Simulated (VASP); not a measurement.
Set up this calculation in VASP 6.6.1, as the native input.

```yaml
Task: dielectric tensor
Functional: PBE
Potentials_or_basis: VASP PAW PBE potentials, release 64 (Sn_d, Se)
Cutoff: 450 eV
k_mesh: 3 × 8 × 7
Occupations: gaussian, width 0.02 eV
Spin: no spin polarisation
Further_INCAR_settings: ALGO = Fast; EDIFF = 1e-08; IBRION = 8
```

The structure of SnSe lies in POSCAR:

```
SnSe                                    
1.0
   11.7897908053      0.0000000000      0.0000000000
    0.0000000000      4.2057650536      0.0000000000
    0.0000000000      0.0000000000      4.5696738865
  Sn              Se            
     4     4
Direct
     0.6209047467120319    0.7500000000000000    0.3837193767314533
     0.8790952532879681    0.2500000000000000    0.8837193767314533
     0.3790952532879681    0.2500000000000000    0.6162806232685467
     0.1209047467120319    0.7500000000000000    0.1162806232685467
     0.1453676270263844    0.2500000000000000    0.5236582217708790
     0.6453676270263844    0.2500000000000000    0.9763417782291210
     0.3546323729736157    0.7500000000000000    0.0236582217708790
     0.8546323729736156    0.7500000000000000    0.4763417782291210
```

The cell is a database's computed one.

These files were run (other wordings do the same):

INCAR

```
SYSTEM = SnSe
  PREC = Accurate
  ENCUT = 450
  EDIFF = 1E-8
  ISMEAR = 0
  SIGMA = 0.02
  LREAL = .FALSE.
  LASPH = .TRUE.
  NELM = 120
  ALGO = Fast
  ISIF = 2
  LWAVE = .FALSE.
  LCHARG = .FALSE.
  GGA = PE
  LEPSILON = .TRUE.
  IBRION = 8
  KPAR = 4
```

KPOINTS

```
regular mesh
0
G
  3 8 7
  0 0 0
```

Potentials or basis: VASP PAW PBE potentials, release 64 (Sn_d, Se).

The run is started by

```bash
$ cat potpaw_PBE.64/Sn_d/POTCAR potpaw_PBE.64/Se/POTCAR > POTCAR
$ mpirun -np 4 vasp_std > vasp.out
```

It gave:

The band gap on the k mesh is 0.74 eV, indirect (least direct gap 1.08 eV), the electronic dielectric tensor (diagonal) is 17.83, 18.27, 17.31 and the born charges (mean of the diagonal) is Sn +3.55; Se -3.55 e. The highest phonon frequency at Γ, LO-TO splitting left out is 180 cm⁻¹.

Caveat: spin-orbit coupling is left out, which moves the levels of the heavy elements; an odd mesh through Γ misses points on the zone boundary, where band edges often lie.

It took 35 min on 4 MPI ranks on Intel(R) Xeon(R) Platinum 8488C (Sapphire Rapids) (shared host), peak memory 1.6 GiB a rank.
